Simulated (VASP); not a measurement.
# Vibrations of C (Graphite): a test of the settings, part 2 of 3

Aim: test the modes of C (Graphite) against the numerical settings. The starting structure is a measured crystal structure from the Crystallography Open Database.

VASP 6.6.1.

## Step 2: Reference modes (continued)

Level of this step: LDA; plane waves and PAW (C) (VASP).

Parts of OUTCAR (step 2):

```text
ion  position               nearest neighbor table
   1  0.667  0.333  0.750-   3 1.41   3 1.41   3 1.41
   2  0.333  0.667  0.250-   4 1.41   4 1.41   4 1.41
   3  0.000  0.000  0.750-   1 1.41   1 1.41   1 1.41
   4  0.000  0.000  0.250-   2 1.41   2 1.41   2 1.41

  LATTYP: Found a hexagonal cell.
 ALAT       =     2.4472481902
 C/A-ratio  =     2.7027205603

 Subroutine GETGRP returns: Found 24 space group operations
 (whereof 12 operations were pure point group operations)

The static configuration has the point symmetry D_3d.
 The point group associated with its full space group is D_6h.

 Found     96 irreducible k-points:

   k-points           NKPTS =     96   k-points in BZ     NKDIM =     96   number of bands    NBANDS=     14

   dimension x,y,z NGX =    18 NGY =   18 NGZ =   50
   dimension x,y,z NGXF=    36 NGYF=   36 NGZF=  100

   ENCUT  =  520.0 eV  38.22 Ry    6.18 a.u.   4.55  4.55 12.30*2*pi/ulx,y,z

   NELECT =      16.0000    total number of electrons

 k-points in reciprocal lattice and weights: Automatic mesh
   0.00000000  0.00000000  0.00000000       0.001
   0.07142857  0.00000000  0.00000000       0.005
   0.14285714  0.00000000  0.00000000       0.005
   0.21428571  0.00000000  0.00000000       0.005
   0.28571429 -0.00000000  0.00000000       0.005
   0.35714286 -0.00000000  0.00000000       0.005
   0.42857143  0.00000000  0.00000000       0.005
   0.50000000  0.00000000  0.00000000       0.003
   0.07142857  0.07142857  0.00000000       0.005
[...]
0.28571429  0.28571429  0.50000000       0.005
   0.35714286  0.28571429  0.50000000       0.005

 average (electrostatic) potential at core
       1 -54.6678       2 -54.6678       3 -54.7048       4 -54.7048

  Total       -0.0018278     -0.0018278      0.0040045     -0.0000000     -0.0000000      0.0000000
  in kB       -0.0853645     -0.0853645      0.1870243     -0.0000000     -0.0000000      0.0000000
  external PRESSURE =       0.0054318 kB  Pullay stress =       0.0000000 kB

  energy-cutoff  :      520.00
  volume of cell :       34.31
      direct lattice vectors                 reciprocal lattice vectors
     2.447248190  0.000000000  0.000000000     0.408622225  0.235918151  0.000000000
    -1.223624095  2.119379102  0.000000000     0.000000000  0.471836303  0.000000000
     0.000000000  0.000000000  6.614228000     0.000000000  0.000000000  0.151189224

 POSITION                                       TOTAL-FORCE (eV/Angst)
 -----------------------------------------------------------------------------------
      1.22362      0.70646      4.96067         0.000000      0.000000     -0.000000
     -0.00000      1.41292      1.65356        -0.000000     -0.000000      0.000000
      0.00000      0.00000      4.96067        -0.000000     -0.000000      0.000000
      0.00000      0.00000      1.65356         0.000000      0.000000      0.000000
 -----------------------------------------------------------------------------------
    total drift:                                0.000000     -0.000000      0.000000

 MACROSCOPIC STATIC DIELECTRIC TENSOR (including local field effects in DFT)
 ------------------------------------------------------
       19572.035850     0.000000     0.000000
          -0.000000 19572.035850     0.000000
           0.000000     0.000000     3.575264
 ------------------------------------------------------

 PIEZOELECTRIC TENSOR (including local field effects)  for field in x, y, z        (C/m^2)
          XX          YY          ZZ          XY          YZ          ZX
  --------------------------------------------------------------------------------
  x     0.00000     0.00000     0.00000     0.00000     0.00000     0.00000
  y     0.00000     0.00000     0.00000     0.00000     0.00000     0.00000
  z     0.00000     0.00000     0.00000     0.00000     0.00000     0.00000

 BORN EFFECTIVE CHARGES (including local field effects) (in |e|, cummulative output)
 ---------------------------------------------------------------------------------
 ion    1
    1     1.01592     0.00000     0.00000
    2    -0.00000     1.01592     0.00000
    3     0.00000    -0.00000    -0.07719
 ion    2
    1     1.01592     0.00000     0.00000
    2    -0.00000     1.01592     0.00000
    3    -0.00000    -0.00000    -0.07719
 ion    3
    1    -1.01592     0.00000     0.00000
    2     0.00000    -1.01592     0.00000
    3     0.00000    -0.00000     0.07719
 ion    4
    1    -1.01592     0.00000     0.00000
    2     0.00000    -1.01592     0.00000
    3    -0.00000    -0.00000     0.07719

 Eigenvectors and eigenvalues of the dynamical matrix
 ----------------------------------------------------

   1 f  =   48.193569 THz   302.809123 2PiTHz 1607.564416 cm-1   199.312496 meV
             X         Y         Z           dx          dy          dz
      1.223624  0.706460  4.960671     0.000005    0.500055    0.000000
     -0.000000  1.412919  1.653557     0.000005    0.500055    0.000000
      0.000000  0.000000  4.960671    -0.000005   -0.499945    0.000000
      0.000000  0.000000  1.653557    -0.000005   -0.499945    0.000000

   2 f  =   48.193569 THz   302.809123 2PiTHz 1607.564416 cm-1   199.312496 meV
             X         Y         Z           dx          dy          dz
      1.223624  0.706460  4.960671    -0.500055    0.000005   -0.000000
     -0.000000  1.412919  1.653557    -0.500055    0.000005    0.000000
      0.000000  0.000000  4.960671     0.499945   -0.000005    0.000000
      0.000000  0.000000  1.653557     0.499945   -0.000005    0.000000

   3 f  =   47.953352 THz   301.299797 2PiTHz 1599.551651 cm-1   198.319040 meV
             X         Y         Z           dx          dy          dz
      1.223624  0.706460  4.960671     0.000006    0.499594    0.000000
     -0.000000  1.412919  1.653557    -0.000006   -0.499594   -0.000000
      0.000000  0.000000  4.960671    -0.000006   -0.500406   -0.000000
      0.000000  0.000000  1.653557     0.000006    0.500406   -0.000000

   4 f  =   47.953352 THz   301.299797 2PiTHz 1599.551651 cm-1   198.319040 meV
             X         Y         Z           dx          dy          dz
      1.223624  0.706460  4.960671    -0.499594    0.000006    0.000000
     -0.000000  1.412919  1.653557     0.499594   -0.000006   -0.000000
      0.000000  0.000000  4.960671     0.500406   -0.000006   -0.000000
      0.000000  0.000000  1.653557    -0.500406    0.000006   -0.000000

   5 f  =   26.610787 THz   167.200508 2PiTHz  887.640320 cm-1   110.053324 meV
             X         Y         Z           dx          dy          dz
      1.223624  0.706460  4.960671     0.000000    0.000000   -0.500001
     -0.000000  1.412919  1.653557    -0.000000   -0.000000   -0.500001
      0.000000  0.000000  4.960671    -0.000000   -0.000000    0.499999
      0.000000  0.000000  1.653557     0.000000   -0.000000    0.499999

   6 f  =   26.455098 THz   166.222283 2PiTHz  882.447081 cm-1   109.409445 meV
             X         Y         Z           dx          dy          dz
      1.223624  0.706460  4.960671     0.000000   -0.000000   -0.501892
     -0.000000  1.412919  1.653557    -0.000000    0.000000    0.501892
      0.000000  0.000000  4.960671    -0.000000    0.000000    0.498100
      0.000000  0.000000  1.653557     0.000000    0.000000   -0.498100

   7 f  =    3.454789 THz    21.707078 2PiTHz  115.239346 cm-1    14.287852 meV
             X         Y         Z           dx          dy          dz
      1.223624  0.706460  4.960671     0.000000   -0.000000   -0.498100
     -0.000000  1.412919  1.653557    -0.000000    0.000000    0.498100
      0.000000  0.000000  4.960671     0.000000   -0.000000   -0.501892
      0.000000  0.000000  1.653557    -0.000000    0.000000    0.501892

   8 f  =    1.255439 THz     7.888154 2PiTHz   41.876928 cm-1     5.192075 meV
             X         Y         Z           dx          dy          dz
      1.223624  0.706460  4.960671     0.000047   -0.500406    0.000000
     -0.000000  1.412919  1.653557    -0.000047    0.500406    0.000000
      0.000000  0.000000  4.960671     0.000047   -0.499594    0.000000
      0.000000  0.000000  1.653557    -0.000047    0.499594    0.000000

   9 f  =    1.255439 THz     7.888154 2PiTHz   41.876928 cm-1     5.192075 meV
             X         Y         Z           dx          dy          dz
      1.223624  0.706460  4.960671     0.500406    0.000047   -0.000000
     -0.000000  1.412919  1.653557    -0.500406   -0.000047   -0.000000
      0.000000  0.000000  4.960671     0.499594    0.000047   -0.000000
      0.000000  0.000000  1.653557    -0.499594   -0.000047   -0.000000

  10 f/i=    0.000049 THz     0.000310 2PiTHz    0.001648 cm-1     0.000204 meV
             X         Y         Z           dx          dy          dz
      1.223624  0.706460  4.960671    -0.000000   -0.000000   -0.499999
     -0.000000  1.412919  1.653557    -0.000000   -0.000000   -0.499999
      0.000000  0.000000  4.960671    -0.000000   -0.000000   -0.500001
      0.000000  0.000000  1.653557    -0.000000   -0.000000   -0.500001

  11 f/i=    0.005330 THz     0.033490 2PiTHz    0.177793 cm-1     0.022044 meV
             X         Y         Z           dx          dy          dz
      1.223624  0.706460  4.960671    -0.375753   -0.329780    0.000000
     -0.000000  1.412919  1.653557    -0.375753   -0.329780    0.000000
      0.000000  0.000000  4.960671    -0.375836   -0.329853    0.000000
      0.000000  0.000000  1.653557    -0.375836   -0.329853    0.000000

  12 f/i=    0.005330 THz     0.033490 2PiTHz    0.177793 cm-1     0.022044 meV
             X         Y         Z           dx          dy          dz
      1.223624  0.706460  4.960671    -0.329780    0.375753    0.000000
     -0.000000  1.412919  1.653557    -0.329780    0.375753    0.000000
      0.000000  0.000000  4.960671    -0.329853    0.375836    0.000000
      0.000000  0.000000  1.653557    -0.329853    0.375836    0.000000

 MACROSCOPIC STATIC DIELECTRIC TENSOR IONIC CONTRIBUTION
 ------------------------------------------------------
           0.190774     0.000000    -0.000000
           0.000000     0.190774    -0.000000
          -0.000000    -0.000000     0.003613
 ------------------------------------------------------

 ELASTIC MODULI CONTR FROM IONIC RELAXATION (kBar)
 Direction    XX          YY          ZZ          XY          YZ          ZX
 --------------------------------------------------------------------------------
 XX        -296.5653    296.5653     -0.0000     -0.0000     -0.0000      0.0000
 YY         296.5653   -296.5653      0.0000      0.0000      0.0000      0.0000
 ZZ          -0.0000      0.0000     -0.0000     -0.0000     -0.0000      0.0000
 XY          -0.0000      0.0000     -0.0000   -296.5653      0.0000      0.0000
 YZ          -0.0000      0.0000     -0.0000      0.0000     -0.0000      0.0000
 ZX           0.0000      0.0000      0.0000      0.0000      0.0000      0.0000
 --------------------------------------------------------------------------------

 PIEZOELECTRIC TENSOR IONIC CONTR  for field in x, y, z        (C/m^2)
          XX          YY          ZZ          XY          YZ          ZX
  --------------------------------------------------------------------------------
  x    -0.00000     0.00000    -0.00000    -0.00000    -0.00000     0.00000
  y     0.00000     0.00000     0.00000    -0.00000    -0.00000     0.00000
  z    -0.00000     0.00000    -0.00000    -0.00000    -0.00000     0.00000
```

Energies printed during the response cycles are not total energies of the cell.

Reference: the zone-centre modes are E1u 1607.6, E2g (2) 1599.6, A2u 887.6, B1g (2) 882.4, B1g (1) 115.2, E2g (1) 41.9 cm⁻¹.

## Step 3: Modes with an 8×8×3 mesh

Against step 2 the input has an 8×8×3 mesh.

INCAR

```
SYSTEM = C
PREC = Accurate
ENCUT = 520
EDIFF = 1E-08
NELM = 100
ISMEAR = 0
SIGMA = 0.03
LREAL = .FALSE.
ALGO = Normal
GGA = CA
NBANDS = 14
LORBIT = 11
LWAVE = .FALSE.
LCHARG = .FALSE.
KPAR = 8
IBRION = 8
LEPSILON = .TRUE.
LPEAD = .TRUE.
ISIF = 2
```

POSCAR

```
C
1.0
    2.4472481902      0.0000000000      0.0000000000
   -1.2236240951      2.1193791021      0.0000000000
    0.0000000000      0.0000000000      6.6142279997
C
4
Direct
    0.6666666667      0.3333333333      0.7500000000
    0.3333333333      0.6666666667      0.2500000000
    0.0000000000      0.0000000000      0.7500000000
    0.0000000000      0.0000000000      0.2500000000
```

KPOINTS

```
Automatic mesh
0
Gamma
8 8 3
0 0 0
```

PAW data sets: C (LDA family, release 64).

Started as:

```
> mpirun -np 8 vasp_std
```

The program printed:

```text
[banner, memory and clock lines left out]
running    8 mpi-ranks, on    1 nodes
[...]
[... a notice as in an earlier step ...]

 LDA part: xc-table for (Slater(with rela. corr.)+CA(PZ))
 , standard interpolation
 POSCAR, INCAR and KPOINTS ok, starting setup
[...]
entering main loop
       N       E                     dE             d eps       ncg     rms          rms(c)
DAV:   1     0.344309810161E+02    0.34431E+02   -0.80618E+03   560   0.105E+03
DAV:   2    -0.401769754993E+02   -0.74608E+02   -0.69181E+02   746   0.210E+02
DAV:   3    -0.432786951427E+02   -0.31017E+01   -0.30844E+01   728   0.417E+01
DAV:   4    -0.433139287834E+02   -0.35234E-01   -0.35215E-01   704   0.522E+00
[...]
DAV:  12    -0.404510387559E+02    0.29593E-07   -0.19832E-07   740   0.367E-03    0.183E-03
DAV:  13    -0.404510387941E+02   -0.38180E-07   -0.19281E-08   686   0.115E-03    0.242E-04
DAV:  14    -0.404510387924E+02    0.16603E-08   -0.28827E-09   454   0.372E-04
   1 F= -.40451039E+02 E0= -.40451039E+02  d E =-.218504E-16
[...]
RMM:  15    -0.118013666934E+00   -0.20786E-07   -0.78832E-07  2753   0.138E-04    0.920E-08
 first order change of Fermi-energy  -0.61665E-04
 force on displaced ion       3 direction 1 : -57.715   0.013   0.000
 Born effective charge ion    3 direction 1 :   1.290   0.109   0.000
 Linear response progress:
  Degree of freedom:   4/  4
       N       E                     dE             d eps       ncg     rms          rms(c)
RMM:   1    -0.136613227537E+00   -0.13661E+00    0.64627E-02  1258   0.211E+00
RMM:   2    -0.136987747696E+00   -0.37452E-03   -0.15103E-03  1095   0.278E-01    0.199E-01
RMM:   3    -0.136776443985E+00    0.21130E-03   -0.55858E-04  1030   0.153E-01    0.103E-01
RMM:   4    -0.137032116690E+00   -0.25567E-03   -0.26453E-04  1077   0.107E-01    0.227E-02
[...]
RMM:  11    -0.136915100075E+00    0.18957E-07   -0.12488E-07  1298   0.117E-04    0.561E-07
RMM:  12    -0.136915124559E+00   -0.24484E-07   -0.33561E-08  1138   0.114E-04    0.115E-07
RMM:  13    -0.136915114633E+00    0.99257E-08   -0.32889E-08   978   0.114E-04    0.590E-08
 first order change of Fermi-energy   0.94205E-04
 force on displaced ion       3 direction 3 :  -0.000   0.000 -17.381
 Born effective charge ion    3 direction 3 :   0.000   0.000   0.080
 Born effective charges drift removed
 Linear response finished
```

Elapsed: 64 s, on 8 MPI ranks of AMD EPYC 7R43, shared host; peak memory 1.6 GiB.

OUTCAR, selected parts (step 3):

```text
  Total        0.0119327      0.0119327     -0.0349953      0.0000000      0.0000000     -0.0000000
  in kB        0.5572907      0.5572907     -1.6343839      0.0000000      0.0000000     -0.0000000
  external PRESSURE =      -0.1732675 kB  Pullay stress =       0.0000000 kB

 POSITION                                       TOTAL-FORCE (eV/Angst)
 -----------------------------------------------------------------------------------
      1.22362      0.70646      4.96067        -0.000000     -0.000000      0.000000
     -0.00000      1.41292      1.65356         0.000000      0.000000      0.000000
      0.00000      0.00000      4.96067         0.000000      0.000000     -0.000000
      0.00000      0.00000      1.65356        -0.000000     -0.000000      0.000000
 -----------------------------------------------------------------------------------
    total drift:                                0.000000     -0.000000      0.000000

 MACROSCOPIC STATIC DIELECTRIC TENSOR (including local field effects in DFT)
 ------------------------------------------------------
         450.396507     0.000000    -0.000000
           0.000000   450.396507     0.000000
          -0.000000     0.000000     3.441846
 ------------------------------------------------------

 MACROSCOPIC STATIC DIELECTRIC TENSOR IONIC CONTRIBUTION
 ------------------------------------------------------
           0.129098    -0.000000    -0.000000
          -0.000000     0.129098     0.000000
          -0.000000     0.000000     0.003915
 ------------------------------------------------------

[... 1 part as in an earlier step ...]

[... 1 further part left out ...]
```

With an 8×8×3 mesh the modes are at the top E1u 1619.7, E2g (2) 1610.9 cm⁻¹, at the bottom B1g (1) 112.8, E2g (1) 44.2 cm⁻¹, with 2 more of the listed ones between; the largest shift is +12.1 cm⁻¹, in E1u, from the reference.

## Step 4: Modes with a cutoff of 400 eV

Against step 2 the input has ENCUT = 400.

Edit INCAR of step 3 so:

```diff
@@ -2,3 +2,3 @@
 PREC = Accurate
-ENCUT = 520
+ENCUT = 400
 EDIFF = 1E-08
```

POSCAR is that of step 3.

KPOINTS

```
Automatic mesh
0
Gamma
14 14 6
0 0 0
```

Started as:

```
> mpirun -np 8 vasp_std
```

The program printed:

```text
[... set-up lines as in an earlier step ...]
 entering main loop
       N       E                     dE             d eps       ncg     rms          rms(c)
DAV:   1     0.219225235536E+02    0.21923E+02   -0.70846E+03  2744   0.858E+02
DAV:   2    -0.408151042288E+02   -0.62738E+02   -0.57294E+02  3680   0.187E+02
DAV:   3    -0.433026716526E+02   -0.24876E+01   -0.24742E+01  3552   0.351E+01
DAV:   4    -0.433272297983E+02   -0.24558E-01   -0.24547E-01  3378   0.413E+00
[...]
DAV:  12    -0.404884421872E+02    0.51388E-06   -0.19634E-07  3554   0.341E-03    0.147E-03
DAV:  13    -0.404884420663E+02    0.12086E-06   -0.27625E-08  3204   0.138E-03    0.348E-04
DAV:  14    -0.404884420728E+02   -0.64474E-08   -0.62998E-09  2166   0.568E-04
   1 F= -.40488442E+02 E0= -.40488442E+02  d E =-.354547E-17
 Linear response reoptimize wavefunctions to high precision
DAV:   1    -0.404884420700E+02    0.27394E-08   -0.12669E-09  2430   0.301E-04
DAV:   2    -0.404884420701E+02   -0.25921E-10   -0.11300E-10  2070   0.927E-05
 Linear response to external field (no local field effect), progress :
[...]
RMM:  12    -0.118002362553E+00    0.35772E-07    0.19082E-06 16730   0.486E-05    0.895E-08
 first order change of Fermi-energy   0.40201E-01
 force on displaced ion       3 direction 1 : -57.119   0.004   0.000
 Born effective charge ion    3 direction 1 :  -0.997  -2.067   0.000
 Linear response progress:
  Degree of freedom:   4/  4
       N       E                     dE             d eps       ncg     rms          rms(c)
RMM:   1    -0.136224585753E+00   -0.13622E+00    0.66293E-02  6664   0.199E+00
RMM:   2    -0.136696992862E+00   -0.47241E-03   -0.14563E-03  5561   0.270E-01    0.196E-01
RMM:   3    -0.136502955834E+00    0.19404E-03   -0.57146E-04  5189   0.146E-01    0.100E-01
RMM:   4    -0.136764311908E+00   -0.26136E-03   -0.24900E-04  5486   0.101E-01    0.221E-02
[...]
RMM:  10    -0.136657520033E+00    0.40838E-07    0.12701E-08  6755   0.564E-05    0.156E-06
RMM:  11    -0.136657543480E+00   -0.23447E-07   -0.21909E-08  6410   0.451E-05    0.526E-07
RMM:  12    -0.136657537363E+00    0.61171E-08    0.11712E-08  5333   0.428E-05    0.778E-08
 first order change of Fermi-energy   0.69838E-02
 force on displaced ion       3 direction 3 :   0.000  -0.000 -17.410
 Born effective charge ion    3 direction 3 :   0.000  -0.000   0.077
 Born effective charges drift removed
 Linear response finished
```

Wall time 2.2 min (8 MPI ranks); peak memory 3.5 GiB.

OUTCAR, selected parts (step 4):

```text
  Total       -0.3896793     -0.3896793     -0.4953924      0.0000000     -0.0000000      0.0000000
  in kB      -18.1991905    -18.1991905    -23.1363102      0.0000000     -0.0000000      0.0000000
  external PRESSURE =     -19.8448971 kB  Pullay stress =       0.0000000 kB

 POSITION                                       TOTAL-FORCE (eV/Angst)
 -----------------------------------------------------------------------------------
      1.22362      0.70646      4.96067        -0.000000      0.000000     -0.000000
     -0.00000      1.41292      1.65356         0.000000     -0.000000     -0.000000
      0.00000      0.00000      4.96067         0.000000     -0.000000      0.000000
      0.00000      0.00000      1.65356        -0.000000     -0.000000      0.000000
 -----------------------------------------------------------------------------------
    total drift:                                0.000000      0.000000      0.000000

 MACROSCOPIC STATIC DIELECTRIC TENSOR (including local field effects in DFT)
 ------------------------------------------------------
       23269.597564     0.000000     0.000000
           0.000000 23269.597565     0.000000
           0.000000    -0.000000     3.574016
 ------------------------------------------------------

 MACROSCOPIC STATIC DIELECTRIC TENSOR IONIC CONTRIBUTION
 ------------------------------------------------------
           0.267843    -0.000000     0.000000
          -0.000000     0.267843     0.000000
           0.000000     0.000000     0.003544
 ------------------------------------------------------

[... 1 part as in an earlier step ...]

[... 1 further part left out ...]
```

With a cutoff of 400 eV the modes are at the top E1u 1611.3, E2g (2) 1603.5 cm⁻¹, at the bottom B1g (1) 113.0, E2g (1) 47.8 cm⁻¹, with 2 more of the listed ones between; the largest shift is +5.9 cm⁻¹, in E2g (1), from the reference.

(Part 2 of 3 ends here.)

[Lines on the potential files, build, host, timing and source positions are cut from VASP's logs without a mark.]

[Logs are printed without paths, hosts, clocks, repeated set-up lines and the standing remarks that a program may print on its own settings, such as how far it seeks lower states.]

[Hosts, paths, dates, database ids (printed as entryN), source tags and the programs' standing remarks are cut or masked in the printed files.]
